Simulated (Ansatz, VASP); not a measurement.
Ru: VASP beside Ansatz

INCAR

```
PREC     = Accurate       # precision mode
ENCUT    = 520            # plane-wave cutoff, eV
EDIFF    = 1E-7           # SCF threshold, eV
ISMEAR   = -1             # smearing method
SIGMA    = 0.05           # smearing width, eV
LREAL    = False          # projectors in reciprocal space
LASPH    = True           # aspherical terms in the spheres
NELM     = 60             # most SCF steps
ALGO     = Normal         # electronic algorithm
ISIF     = 2              # what is computed and relaxed
LWAVE    = False          # write WAVECAR
LCHARG   = True           # write CHGCAR
LELF     = True           # ELF
LVHAR    = True         
NBANDS   = 21             # bands
```

Contents of KPOINTS:

```
Automatic mesh
0
Gamma
  11 11 6
```

The input POSCAR:

```
Ru
1.0
    2.6505640930      0.0000000000      0.0000000000
   -1.3252820465      2.2954558389      0.0000000000
    0.0000000000      0.0000000000      4.1944897589
Ru
2
Direct
    0.6666666667      0.3333333333      0.7500000000
    0.3333333333      0.6666666667      0.2500000000
```

Contents of input.yaml:

```yaml
crystal:
  lattice:
    - [2.650564093, 0.0, 0.0]
    - [-1.3252820465, 2.2954558389, 0.0]
    - [0.0, 0.0, 4.1944897589]
  atoms:
    - { symbol: Ru, position: [0.6666666667, 0.3333333333, 0.75] }
    - { symbol: Ru, position: [0.3333333333, 0.6666666667, 0.25] }
kpoints:
  mp_grid: { grid: [11, 11, 6] }
scf:
  occupations: { method: fermi_dirac, width: 0.05 }
hamiltonian:
  xc: lda
  pseudopotentials: { kind: all_electron, lapw: { basis_error: 0.001 } }
output:
  forces: true
  stress: true
  eigenvalues: true
```

Change from the starting cell: volume scaled by 0.94.

Alike in both runs: task single point; functional LDA; k mesh 11 × 11 × 6; occupations fermi-dirac, width 0.05 eV; no spin polarisation.

```csv
,VASP,Ansatz
version,VASP 6.6.1,Ansatz 0.2.0
potentials or method,"VASP PAW LDA potentials, release 64 (Ru_pv)","all-electron LAPW, scalar-relativistic"
plane-wave cutoff (eV),520,see its input
```

Ansatz gave:

| Quantity | Value |
| --- | --- |
| gap on the k mesh at the Fermi level (eV) | none |
| pressure (GPa) | 10.0 |
| largest component of the traceless stress (GPa) | 0.39 |

Q: Which values does VASP return?

A: gap on the k mesh at the Fermi level (eV): none; pressure (GPa): 11.0; largest component of the traceless stress (GPa): 0.50.

A gap of «none» marks a metal or a gap that the smearing closes. Ansatz ran all-electron here, so the differences hold the error of VASP's frozen core and of both bases.
